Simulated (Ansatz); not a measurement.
We consider rock-salt NaBr, described by RPBE (PAW; Ansatz, a quantum-chemistry and plane-wave program).

Numerical settings: plane-wave cutoff 520 eV, 10×10×10 k mesh, Fermi–Dirac smearing 0.01 eV, scalar-relativistic PAW data made under PBE.

The cell has the measured lattice: a = b = c = 5.9730 Å, α = β = γ = 90.00°.

**Question.** Give the computed band gap and width of the whole s-p valence band.

**Answer.** 
- band gap = 4.45 eV (direct)
- width of the whole s-p valence band = 12.75 eV

Measured, for comparison: band gap 7.1 eV (temperature not stated, no zero-point or thermal correction; as tabulated in Aguado et al. (1998), arXiv:cond-mat/9809176).

Note: cell and atoms aren't relaxed at this level (pressure 2.2 GPa).

Spin–orbit coupling is not included.

Computing time: around 4 core-seconds (rough).
